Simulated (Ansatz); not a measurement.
# CdS: how the settings move a single-point run

How sensitive is a single-point run of CdS to its settings? A reference run comes first, then one run with altered input. The cell is built on a prototype (h-MgO type) and needn't be the phase found in nature.

Method: reference: DFT, HSE06, plane waves, PAW, in Ansatz 0.2.0.

5 further runs of the same task are left out: 2 for a known fault of the program, 3 that didn't finish.

## Step 1: The structure to begin with

It takes space group P6_3/mmc (No. 194, hexagonal). Conventional cell: a = 4.409 Å, b = 4.409 Å, c = 5.748 Å, α = 90.00°, β = 90.00°, γ = 120.00°. Cd (site symmetry -6m2) is surrounded by 5 S at 2.55 to 2.87 Å. S (site symmetry -6m2) is surrounded by 5 Cd at 2.55 to 2.87 Å.

Structure file:

```cif
data_structure
_symmetry_space_group_name_H-M 'P6_3/mmc'
_symmetry_Int_Tables_number 194
_cell_length_a 4.4085
_cell_length_b 4.4085
_cell_length_c 5.7481
_cell_angle_alpha 90.000
_cell_angle_beta 90.000
_cell_angle_gamma 120.000
_cell_volume 96.75
loop_
_atom_site_label
_atom_site_type_symbol
_atom_site_symmetry_multiplicity
_atom_site_Wyckoff_symbol
_atom_site_fract_x
_atom_site_fract_y
_atom_site_fract_z
_atom_site_occupancy
Cd1 Cd 2 c 0.33333 0.66667 0.25000 1
S1 S 2 d 0.66667 0.33333 0.25000 1
```

## Step 2: The reference run

input.yaml reads:

```yaml
crystal:
  lattice:
    - [4.408529629, 0.0, 0.0]
    - [-2.2042648145, 3.8178986521, 0.0]
    - [0.0, 0.0, 5.7481182101]
  atoms:
    - { symbol: Cd, position: [0.3333333333, 0.6666666667, 0.25] }
    - { symbol: Cd, position: [0.6666666667, 0.3333333333, 0.75] }
    - { symbol: S, position: [0.6666666667, 0.3333333333, 0.25] }
    - { symbol: S, position: [0.3333333333, 0.6666666667, 0.75] }
kpoints:
  mp_grid: { grid: [6, 6, 2] }
hamiltonian:
  xc: hse06
scf:
  occupations: { method: fixed }
  n_extra_bands: 5
output:
  forces: true
  stress: true
  eigenvalues: true
  write_density: true
  write_potential: true
  elf: true
  volumetric_format: npy
```

Command:

```console
$ ansatz run input.yaml --threads 4 --pin off --max-ram 3686MiB --backend cpu --events-out ev --progress --plain --runs-dir out
```

Standard output (excerpt; [...] marks lines left out):

```text
Warning: output.stress: scf.convergence.dr2_threshold = 1e-7 eV (the SCF's general default) is looser than the 4e-10 eV advised for a printed stress (1e-10 eV for each atom of the cell: 4). What an SCF threshold leaves in a stress goes as its square root, and in the free energy as the [...]
Warning: output.stress: scf.exx.energy_threshold = 1e-6 eV is looser than the 4e-8 eV advised for a stress under a hybrid functional (1e-8 eV for each atom of the cell: 4). Every SCF of the exchange loop can meet its threshold on dr2 while the loop round them stops early: no threshold on [...]
Warning: RAYON_NUM_THREADS=4 ignored (pool sized by the plan → 4); use --threads N
scf.n_extra_bands = 5 over 26 filled bands (N_el = 52.0): the run solves 31 bands
[...]
Pseudopotentials: kind: paw
Pseudopotential: Cd, paw, valence charge 20, recommended cutoff 420 eV (normal), Cd.paw.azcp
Pseudopotential: S, paw, valence charge 6, recommended cutoff 420 eV (normal), S.paw.azcp
Functional definition: HSE06
[...]
davidson cushion auto → on  (no smearing: the cushion is to keep the highest requested band from converging to the state above it; pin scf.eigensolver.cushion to override)
Crystal: 4 atoms, lattice volume = 96.748 Å³
Basis set: ecut = 420 eV, 1885 PW (Γ), exchange–correlation on 60×60×80 points (8 copies of the dense FFT grid, shifted against one another)
Bands: 31, of which v1, the nominal top of the filled ones, is band 26 counted from 1 (25 counted from 0)
Symmetry: 24 space group operations
Space group: P63/mmc (ITA 194), of the structure as read, at distance tolerance 4.6e-5 Å
k-points: 14 of 72
[...]
SCF iter   1: F=—  HF=-18315.271565 eV  |F-HF|=—  |Δ(HF+E_count)|=         —  Δρ=1.33e-3  dr2=1.39e-3  ethr=1.77e-3  ⟨swp⟩=8.9  Hψ=1975  notcnv=0
[...]
SCF 1 stopped early in 3 iterations: F = -18315.272046 eV  dr2 = 1.39e-5
[...]
Frozen-core exchange: fock
[...]
SCF 2 stopped early in 6 iterations: F = -18324.018769 eV  dr2 = 2.21e-6
hybrid outer 1: dexx = +1.842e-2 eV, tail = 5.32e-5 eV
[...]
Frozen-core exchange: fock
[...]
SCF iter   4: F=-18324.018791 eV  HF=-18324.018791 eV  |F-HF|=4.62e-9  |Δ(HF+E_count)|=   1.49e-7  Δρ=2.18e-6  dr2=5.48e-9  ethr=2.35e-11  ⟨swp⟩=4.4  Hψ=1420  notcnv=0
[...]
hybrid outer 2: dexx = +4.336e-7 eV, tail = 5.44e-8 eV, Δε = 2.83e-3 eV (about 1.08e-4 eV left of the loop's levels)
the search or the solves at the SCF's close seem to have found levels that the self-consistency loop had missed (the run counts 1). By its estimate they hold under 1e-12 electrons; where the run keeps them, the occupations were computed again with them
hybrid SCF converged: 2 outer / 10 inner (+3 warm-up), last move |dexx| = 4.34e-7 eV, tail = 5.44e-8 eV
Stability not checked: this state was not tested for a lower state beside it, because the functional holds exact exchange (a hybrid, or Hartree-Fock), whose exchange loop this test does not read (fock_operator; see scf.lower_state_search)
Free energy (F): -18324.018791 eV
Frozen-core exchange: fock
[...]
E sigma→0 (E₀):  -18324.018791 eV
Fermi energy:    6.672844 eV
[...]
--- Forces (eV/Å), atoms counted from 1 ---
  atom   1  Cd    -0.00000000    -0.00000000     0.00000000
  atom   2  Cd    -0.00000000     0.00000000     0.00000000
  atom   3  S      0.00000000     0.00000000     0.00000000
  atom   4  S      0.00000000     0.00000000     0.00000000
[...]
--- Stress (GPa, compression-positive) ---
        0.218954       0.000000       0.000000
       -0.000000       0.218954       0.000000
        0.000000       0.000000       0.318028
  P = ⅓ Tr σ = 0.2520 GPa (2.520 kbar)
--- Band table (eV; the first three rows and the last of 14) ---
[...]
```

Run time: 12 s. Hardware: 4 threads of an x86-64 CPU, shared host; peak memory 1.6 GiB.

## Step 3: Changing settings: ecutwfc 750

Changes to input.yaml since step 2:

```diff
@@ -21,5 +21,3 @@
   eigenvalues: true
-  write_density: true
-  write_potential: true
-  elf: true
-  volumetric_format: npy
+basis:
+  ecutwfc: 750
```

Command:

```console
$ ansatz run input.yaml --threads 4 --pin off --max-ram 3686MiB --backend cpu --events-out ev --progress --plain --runs-dir out
```

Standard output (excerpt; [...] marks lines left out):

```text
Warning: output.stress: scf.convergence.dr2_threshold = 1e-7 eV (the SCF's general default) is looser than the 4e-10 eV advised for a printed stress (1e-10 eV for each atom of the cell: 4). What an SCF threshold leaves in a stress goes as its square root, and in the free energy as the [...]
Warning: output.stress: scf.exx.energy_threshold = 1e-6 eV is looser than the 4e-8 eV advised for a stress under a hybrid functional (1e-8 eV for each atom of the cell: 4). Every SCF of the exchange loop can meet its threshold on dr2 while the loop round them stops early: no threshold on [...]
Warning: RAYON_NUM_THREADS=4 ignored (pool sized by the plan → 4); use --threads N
scf.n_extra_bands = 5 over 26 filled bands (N_el = 52.0): the run solves 31 bands
[...]
[... 4 set-up lines as earlier in the session ...]
[...]
davidson cushion auto → on  (no smearing: the cushion is to keep the highest requested band from converging to the state above it; pin scf.eigensolver.cushion to override)
[...]
hybrid outer 2: dexx = +4.807e-7 eV, tail = 2.98e-8 eV, Δε = 3.17e-3 eV (about 9.57e-5 eV left of the loop's levels)
the search or the solves at the SCF's close seem to have found levels that the self-consistency loop had missed (the run counts 1). By its estimate they hold under 1e-12 electrons; where the run keeps them, the occupations were computed again with them
hybrid SCF converged: 2 outer / 11 inner (+3 warm-up), last move |dexx| = 4.81e-7 eV, tail = 2.98e-8 eV
Stability not checked: this state was not tested for a lower state beside it, because the functional holds exact exchange (a hybrid, or Hartree-Fock), whose exchange loop this test does not read (fock_operator; see scf.lower_state_search)
Free energy (F): -18324.039290 eV
Frozen-core exchange: fock
[...]
E sigma→0 (E₀):  -18324.039290 eV
Fermi energy:    6.672723 eV
[...]
--- Forces (eV/Å), atoms counted from 1 ---
  atom   1  Cd    -0.00000000    -0.00000000     0.00000000
  atom   2  Cd    -0.00000000     0.00000000     0.00000000
  atom   3  S     -0.00000000     0.00000000     0.00000000
  atom   4  S      0.00000000    -0.00000000     0.00000000
[...]
--- Stress (GPa, compression-positive) ---
        0.212833      -0.000000       0.000000
        0.000000       0.212833       0.000000
        0.000000       0.000000       0.320335
  P = ⅓ Tr σ = 0.2487 GPa (2.487 kbar)
--- Band table (eV; the first three rows and the last of 14) ---
[...]
```

It took 35 s on 4 threads of an x86-64 CPU, shared host; peak memory 3.1 GiB.

Changing the cutoff moves the energy by -5.1 meV/atom. More plane waves (750 against 420 eV) lower the energy, so the reference carries about that much basis error.

## Step 4: All runs together

```
           run     ending  energy change  pressure (GPa)  gap (eV)  force (eV/Å)  cycles  time
     reference  converged              0             0.3      2.07          0.00      13  12 s
1: ecutwfc 750  converged  -5.1 meV/atom             0.2      2.07          0.00      14  35 s
```

Times don't compare one to one where runs were asked for different outputs or read a saved state (see the inputs); cycles may leave out searches for a lower state.

Residual by cycle in the longest SCF loop of each run; runs are numbered as in the table. The quantity is the density residual dr2, in eV.

```
cycle  reference    run 1
    1     0.0337   0.0353
    2    0.00439  0.00449
    3    0.00195  0.00195
    4     1.3e-4   1.3e-4
    5     3.6e-5   3.4e-5
    6     2.2e-6   2.2e-6
```

What this shows: Changing the cutoff moves the energy by -5.1 meV/atom.
